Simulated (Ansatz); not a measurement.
# BeS and its competing phases

Computed with Ansatz 0.2.0, DFT PBE, scalar-relativistic, plane waves, PAW. All cells share a 420 eV cutoff and Γ-centred k meshes spaced at most about 0.3 Å⁻¹ (2π included). No spin polarisation.

Energies over the elements count from the elements' standard structures at the same level, with no fitted energy shifts.

All energies are static (0 K, no zero-point motion). The reference form of S is held partly by dispersion forces, which this level lacks.

The competitors are the elements and 1 reference phase of this chemical system (from databases or known types: BeS), relaxed at the same level; other known phases may be missing.

The candidate was reached from: a relaxed cell, shaken at random and relaxed again.

```
Be S
1.0
     3.50704    0.00000    0.00000
     0.00000    7.76779    0.00000
     0.00000    0.00000    6.30696
Be S
6 6
Cartesian
  2.9175 6.4747 0.0000
  0.5896 6.4747 3.1535
  0.5896 1.2931 0.0000
  2.9175 1.2931 3.1535
  1.7535 3.8839 4.7302
  1.7535 3.8839 1.5767
  1.1405 5.2348 0.0000
  2.3665 5.2348 3.1535
  0.0000 0.0000 1.5767
  0.0000 0.0000 4.7302
  2.3665 2.5330 0.0000
  1.1405 2.5330 3.1535
```

Question: Where does it stand against these competitors?

Answer: Not the lowest form: another structure of the same formula lies lower. Its formation energy is -0.769 eV/atom. The lowest competing phase at this composition is this:

```tsv
phase	space group	source	share of atoms	ΔE_f (eV/atom)
BeS	F-43m (No. 216)	COD	1.0000	-1.070
```

The candidate lies 0.30 eV/atom above this phase. The candidate matches no cell in the subsets of the Crystallography Open Database and the Materials Project at hand. The margin is far too high for a likely synthesis.
